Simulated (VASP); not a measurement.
# AlCo (Pm-3m) in VASP: further runs

Runs on AlCo. Level: LDA. Tasks: single point.

Program: VASP 6.6.1. These are calculated values, not measurements. Logs are shortened: lines on timing, memory, paths and dates and some standing lists are left out, and cuts for length are marked.

**1. The structure**

Symmetry: Pm-3m, No. 221, cubic system. Conventional cell: a = 2.819 Å, b = 2.819 Å, c = 2.819 Å, α = 90.00°, β = 90.00°, γ = 90.00°. Co (site symmetry m-3m) is surrounded by 8 Al at 2.44 Å. Around Al (site symmetry m-3m) lie 8 Co at 2.44 Å.

The cell is a database's computed one.

**2. Single point, LDA, collinear spin, ferromagnetic start**

Input file INCAR:

```
SYSTEM = AlCo
ALGO = Fast
EDIFF = 1E-6
ENCUT = 520
GGA = CA
ISIF = 2
ISMEAR = 0
ISPIN = 2
LASPH = .TRUE.
LCHARG = .TRUE.
LELF = .TRUE.
LMAXMIX = 4
LORBIT = 11
LREAL = .FALSE.
LVHAR = .TRUE.
LWAVE = .FALSE.
MAGMOM = 2 0
NBANDS = 17
NELM = 150
PREC = Accurate
SIGMA = 0.05
```

Input file KPOINTS:

```
k-points
0
G
  9 9 9
  0 0 0
```

Input file POSCAR:

```
AlCo
1.0
    2.8194032100      0.0000000000      0.0000000000
    0.0000000000      2.8194032100      0.0000000000
    0.0000000000      0.0000000000      2.8194032100
Co Al
1 1
Direct
    0.5000000000      0.5000000000      0.5000000000
    0.0000000000      0.0000000000      0.0000000000
```

Potentials or basis: VASP PAW LDA potentials, release 64 (Co, Al).

On the command line:

```console
$ cat potpaw_LDA.64/Co/POTCAR potpaw_LDA.64/Al/POTCAR > POTCAR
$ mpirun -np 1 vasp_std > vasp.out
```

OUTCAR:

```text
SYSTEM = AlCo
   EDIFF = 1E-6
   ENCUT = 520
   GGA = CA
   ISIF = 2
   ISMEAR = 0
   ISPIN = 2
   LASPH = .TRUE.
   LORBIT = 11
   LREAL = .FALSE.
   NELM = 150
   PREC = Accurate

 ion  position               nearest neighbor table
   1  0.500  0.500  0.500-   2 2.44   2 2.44   2 2.44   2 2.44   2 2.44   2 2.44   2 2.44   2 2.44

   2  0.000  0.000  0.000-   1 2.44   1 2.44   1 2.44   1 2.44   1 2.44   1 2.44   1 2.44   1 2.44

  LATTYP: Found a simple cubic cell.
 ALAT       =     2.8194032100

  Lattice vectors:

 A1 = (   2.8194032100,   0.0000000000,   0.0000000000)
 A2 = (   0.0000000000,   2.8194032100,   0.0000000000)
 A3 = (   0.0000000000,   0.0000000000,   2.8194032100)

Analysis of symmetry for initial positions (statically):
=====================================================================
 Subroutine PRICEL returns:
 Original cell was already a primitive cell.

 Routine SETGRP: Setting up the symmetry group for a
 simple cubic supercell.

 Subroutine GETGRP returns: Found 48 space group operations
 (whereof 48 operations were pure point group operations)
 out of a pool of 48 trial point group operations.

The static configuration has the point symmetry O_h .

Analysis of symmetry for dynamics (positions and initial velocities):
=====================================================================
 Subroutine PRICEL returns:
 Original cell was already a primitive cell.

 Routine SETGRP: Setting up the symmetry group for a
 simple cubic supercell.

 Subroutine GETGRP returns: Found 48 space group operations
 (whereof 48 operations were pure point group operations)
 out of a pool of 48 trial point group operations.

The dynamic configuration has the point symmetry O_h .

Analysis of structural, dynamic, and magnetic symmetry:
=====================================================================
 Subroutine PRICEL returns:
 Original cell was already a primitive cell.

 Routine SETGRP: Setting up the symmetry group for a
 simple cubic supercell.

 Subroutine GETGRP returns: Found 48 space group operations
 (whereof 48 operations were pure point group operations)
 out of a pool of 48 trial point group operations.

The overall configuration has the point symmetry O_h .

 Subroutine INISYM returns: Found 48 space group operations
 (whereof 48 operations are pure point group operations),
 and found     1 'primitive' translations

----------------------------------------------------------------------------------------

                                     Primitive cell

  volume of cell :      22.4115

  direct lattice vectors                    reciprocal lattice vectors
     2.819403210  0.000000000  0.000000000     0.354684990  0.000000000  0.000000000
     0.000000000  2.819403210  0.000000000     0.000000000  0.354684990  0.000000000
     0.000000000  0.000000000  2.819403210     0.000000000  0.000000000  0.354684990

  length of vectors
     2.819403210  2.819403210  2.819403210     0.354684990  0.354684990  0.354684990

  position of ions in fractional coordinates (direct lattice)
     0.500000000  0.500000000  0.500000000
     0.000000000  0.000000000  0.000000000

  ion indices of the primitive-cell ions
   primitive index   ion index
                 1           1
                 2           2

----------------------------------------------------------------------------------------

 KPOINTS: k-points

Automatic generation of k-mesh.
 Grid dimensions read from file:
 generate k-points for:    9    9    9

 Generating k-lattice:

  Cartesian coordinates                     Fractional coordinates (reciprocal lattice)
     0.039409443  0.000000000  0.000000000     0.111111111  0.000000000  0.000000000
     0.000000000  0.039409443  0.000000000     0.000000000  0.111111111  0.000000000
     0.000000000  0.000000000  0.039409443     0.000000000  0.000000000  0.111111111

  Length of vectors
     0.039409443  0.039409443  0.039409443

  Shift w.r.t. Gamma in fractional coordinates (k-lattice)
     0.000000000  0.000000000  0.000000000

 Subroutine IBZKPT returns following result:
 ===========================================

 Found     35 irreducible k-points:

 Following reciprocal coordinates:
            Coordinates               Weight
  0.000000  0.000000  0.000000      1.000000
  0.111111  0.000000  0.000000      6.000000
  0.222222  0.000000  0.000000      6.000000
  0.333333  0.000000  0.000000      6.000000
  0.444444  0.000000  0.000000      6.000000
  0.111111  0.111111  0.000000     12.000000
[... 27 lines left out ...]
  0.444444  0.444444  0.333333     24.000000
  0.444444  0.444444  0.444444      8.000000
   k-points           NKPTS =     35   k-points in BZ     NKDIM =     35   number of bands    NBANDS=     17
   number of dos      NEDOS =    301   number of ions     NIONS =      2
   total plane-waves  NPLWV =  13824
   dimension x,y,z NGX =    24 NGY =   24 NGZ =   24
   dimension x,y,z NGXF=    48 NGYF=   48 NGZF=   48
   ions per type =               1   1
   NGX,Y,Z   is equivalent  to a cutoff of  14.15, 14.15, 14.15 a.u.
   NGXF,Y,Z  is equivalent  to a cutoff of  28.30, 28.30, 28.30 a.u.
 SYSTEM =  AlCo
   PREC   = accura    normal or accurate (medium, high low for compatibility)
   ISTART =      0    job   : 0-new  1-cont  2-samecut
   ICHARG =      2    charge: 1-file 2-atom 10-const
   ISPIN  =      2    spin polarized calculation?
   LNONCOLLINEAR =      F non collinear calculations
   LSORBIT =      F    spin-orbit coupling
   LASPH  =      T    aspherical Exc in radial PAW
   ENCUT  =  520.0 eV  38.22 Ry    6.18 a.u.   5.24  5.24  5.24*2*pi/ulx,y,z
   NELM   =    150;   NELMIN=  2; NELMDL= -5     # of ELM steps
   EDIFF  = 0.1E-05   stopping-criterion for ELM
   LREAL  =      F    real-space projection
   EDIFFG = 0.1E-04   stopping-criterion for IOM
   NSW    =      0    number of steps for IOM
   IBRION =     -1    ionic relax: 0-MD 1-quasi-New 2-CG
   NFREE  =      0    steps in history (QN), initial steepest desc. (CG)
   ISIF   =      2    stress and relaxation
   ISYM   =      2    0-nonsym 1-usesym 2-fastsym
   POTIM  = 0.5000    time-step for ionic-motion
   TEBEG  =    0.0;   TEEND  =   0.0 temperature during run
   PSTRESS=    0.0 pullay stress
   NELECT =      12.0000    total number of electrons
   NUPDOWN=      -1.0000    fix difference up-down
   EMIN   =  10.00;   EMAX   =-10.00  energy-range for DOS
   EFERMI =   0.00;   METHOD = LEGACY
   ISMEAR =     0;   SIGMA  =   0.05  broadening in eV -4-tet -1-fermi 0-gaus
   EFERMI_NEDOS =   21; number of points for ismear=-14 and -15
   IALGO  =     68    algorithm
   IMIX   =      4    mixing-type and parameters
     AMIX     =   0.40;   BMIX     =  1.00
     AMIX_MAG =   1.60;   BMIX_MAG =  1.00
  volume/ion in A,a.u.               =      11.21        75.62
  Fermi-wavevector in a.u.,A,eV,Ry     =   1.329366  2.512138 24.044423  1.767215
  Thomas-Fermi vector in A             =   2.458534
   LORBIT       =     11    0 simple, 1 ext, 2 COOP (PROOUT), +10 PAW based schemes
   GGA     = CA    functional components
   LHFCALC =     F    Hartree Fock is set to
   AEXX    =    0.0000 exact exchange contribution
   IVDW    =     0    specifies the selected vdW correction
   LEPSILON=     F    determine dielectric tensor
   LRPA    =     F    only Hartree local field effects (RPA)
 spin polarized calculation
 RMM-DIIS sequential band-by-band and
 Gauss-broadening in eV      SIGMA  =   0.05
  energy-cutoff  :      520.00
  volume of cell :       22.41
 maximum number of plane-waves:       619
 NGX is ok and might be reduce to    24
   NGX = 11   NGY = 11   NGZ = 11

 number of electron      11.9999996 magnetization      -0.0001098

 number of electron      11.9999996 magnetization       0.0000229

 Free energy of the ion-electron system (eV)
  ---------------------------------------------------
  ext. energy  EPLUGINS =         0.00000000
  ---------------------------------------------------
  free energy    TOTEN  =       -13.70514162 eV

  energy without entropy =      -13.70455853  energy(sigma->0) =      -13.70485008

 E-fermi :  10.6921     XC(G=0): -12.6704

 val. band max:       10.6579131204   @ k =   0.4444   0.4444   0.1111
 cond. band min:      10.8267041445   @ k =   0.4444   0.3333   0.0000
 fundamental gap:      0.1687910241
 Fermi energy:        10.6920752557

 spin component 1

 k-point     1 :       0.0000    0.0000    0.0000
  band No.  band energies     occupation
      1      -0.4925      1.00000
      2       7.6037      1.00000
      3       7.6037      1.00000
      4       9.8916      1.00000
      5       9.8916      1.00000
      6       9.8916      1.00000
[... 9 lines left out ...]
     16      34.8326      0.00000
     17      34.8326      0.00000
[... 661 lines left out ...]
 k-point    35 :       0.4444    0.4444    0.4444
  band No.  band energies     occupation
      1       6.5015      1.00000
      2       6.7602      1.00000
      3       6.7602      1.00000
      4      10.2906      1.00000
      5      10.2906      1.00000
      6      12.0285      0.00000
[... 9 lines left out ...]
     16      42.1044      0.00000
     17      42.1784      0.00000
 Fermi energy:        10.6920752557

 spin component 2

 k-point     1 :       0.0000    0.0000    0.0000
  band No.  band energies     occupation
      1      -0.4925      1.00000
      2       7.6038      1.00000
      3       7.6038      1.00000
      4       9.8918      1.00000
      5       9.8918      1.00000
      6       9.8918      1.00000
[... 9 lines left out ...]
     16      34.8326      0.00000
     17      34.8326      0.00000
[... 661 lines left out ...]
 k-point    35 :       0.4444    0.4444    0.4444
  band No.  band energies     occupation
      1       6.5015      1.00000
      2       6.7603      1.00000
      3       6.7603      1.00000
      4      10.2907      1.00000
      5      10.2907      1.00000
      6      12.0286      0.00000
[... 9 lines left out ...]
     16      42.1044      0.00000
     17      42.5884      0.00000

------------------------ aborting loop because EDIFF is reached ----------------------------------------

  FORCE on cell =-STRESS in cart. coord.  units (eV):
  Direction    XX          YY          ZZ          XY          YZ          ZX
  --------------------------------------------------------------------------------------
  -------------------------------------------------------------------------------------
  Total       -0.7173156     -0.7173156     -0.7173156     -0.0000000      0.0000000     -0.0000000
  in kB      -51.2801503    -51.2801503    -51.2801503     -0.0000000      0.0000000     -0.0000000
  external PRESSURE =     -51.2801503 kB  Pullay stress =       0.0000000 kB

 VOLUME and BASIS-vectors are now :
 -----------------------------------------------------------------------------
  energy-cutoff  :      520.00
  volume of cell :       22.41
      direct lattice vectors                 reciprocal lattice vectors
     2.819403210  0.000000000  0.000000000     0.354684990  0.000000000  0.000000000
     0.000000000  2.819403210  0.000000000     0.000000000  0.354684990  0.000000000
     0.000000000  0.000000000  2.819403210     0.000000000  0.000000000  0.354684990

 POSITION                                       TOTAL-FORCE (eV/Angst)
 -----------------------------------------------------------------------------------
      1.40970      1.40970      1.40970         0.000000      0.000000      0.000000
      0.00000      0.00000      0.00000         0.000000      0.000000      0.000000
 -----------------------------------------------------------------------------------
    total drift:                                0.000000     -0.000000     -0.000000

  FREE ENERGIE OF THE ION-ELECTRON SYSTEM (eV)
  ---------------------------------------------------
  free  energy   TOTEN  =       -13.7051416222 eV

  energy  without entropy=      -13.7045585322  energy(sigma->0) =      -13.70485008

 total charge

# of ion       s       p       d       tot
------------------------------------------
    1        0.449   0.530   7.559   8.537
    2        0.404   0.448   0.000   0.851
--------------------------------------------------
tot          0.852   0.977   7.559   9.388

 magnetization (x)

# of ion       s       p       d       tot
------------------------------------------
    1        0.000  -0.000   0.000   0.000
    2       -0.000  -0.000   0.000  -0.000
--------------------------------------------------
tot         -0.000  -0.000   0.000   0.000
```

Run time: 21 s. Hardware: 1 thread of AMD EPYC 9R45 (Zen 5), shared host; peak memory 0.11 GiB.

Results:

```yaml
Free_energy: -13.7051 eV
Pressure: -5.1 GPa
Band_gap_on_the_k_mesh: none (metal or under the smearing width)
Net_moment: 0.00 μB per cell
Valence_electrons_inside_the_program's_atomic_spheres: Co 8.54; Al 0.85
```

Caveat: the starting moments collapsed, and a magnetic state may lie lower.

**3. Single point, LDA, collinear spin, ferromagnetic start**

Input file run.py:

```python
from ase import Atoms
from ase.calculators.vasp import Vasp
from ase.dft.bandgap import bandgap

atoms = Atoms(
    ['Co', 'Al'],
    cell=[[2.81940321, 0.0, 0.0], [0.0, 2.81940321, 0.0], [0.0, 0.0, 2.81940321]],
    scaled_positions=[[0.5, 0.5, 0.5], [0.0, 0.0, 0.0]],
    pbc=True,
)
atoms.set_initial_magnetic_moments([2.0, 0.0])
calc = Vasp(
    directory='calc',
    xc='lda',
    pp='LDA',
    setups='materialsproject',
    prec='Accurate',
    encut=520,
    ediff=1e-06,
    ismear=0,
    sigma=0.05,
    lreal=False,
    lasph=True,
    nelm=100,
    algo='Fast',
    isif=2,
    lwave=False,
    lcharg=False,
    ispin=2,
    lorbit=11,
    lmaxmix=4,
    kpts=[9, 9, 9],
    gamma=True,
)
atoms.calc = calc

print('energy (eV):', atoms.get_potential_energy())
print('free energy (eV):', atoms.get_potential_energy(force_consistent=True))
print('forces (eV/A):')
print(atoms.get_forces())
print('stress (eV/A^3, Voigt):', atoms.get_stress())
print('Fermi level (eV):', calc.get_fermi_level())
print('moment (muB):', atoms.get_magnetic_moment())
print('site moments (muB):', atoms.get_magnetic_moments())
gap, top, bottom = bandgap(calc)
print('band gap (eV):', gap, 'from (spin, k, band)', top, 'to', bottom)
```

Potentials or basis: VASP PAW LDA potentials, release 64 (Co, Al).

On the command line:

```console
$ python run.py
```

Run time: 15 s. Hardware: 1 thread of AMD EPYC 9R45 (Zen 5), shared host; peak memory 0.1 GiB.

It converged, with:

```yaml
Free_energy: -13.7051 eV
Pressure: -5.1 GPa
Band_gap_on_the_k_mesh: none (metal or under the smearing width)
Net_moment: 0.00 μB per cell
Valence_electrons_inside_the_program's_atomic_spheres: Co 8.54; Al 0.85
```

Levels at points of the mesh, in eV from the Fermi level:
Spin up:
```csv
k point,band 2,band 3,band 4,band 5,band 6,band 7,band 8,band 9,band 10,band 11
"(0.00, 0.00, 0.00)",-3.09,-3.09,-0.80,-0.80,-0.80,6.15,6.15,6.15,9.00,9.00
```
Spin down:
| k point | band 2 | band 3 | band 4 | band 5 | band 6 | band 7 | band 8 | band 9 | band 10 | band 11 |
| --- | --- | --- | --- | --- | --- | --- | --- | --- | --- | --- |
| (0.00, 0.00, 0.00) | -3.09 | -3.09 | -0.80 | -0.80 | -0.80 | 6.15 | 6.15 | 6.15 | 9.00 | 9.00 |

Caveat: the starting moments collapsed, and a magnetic state may lie lower.
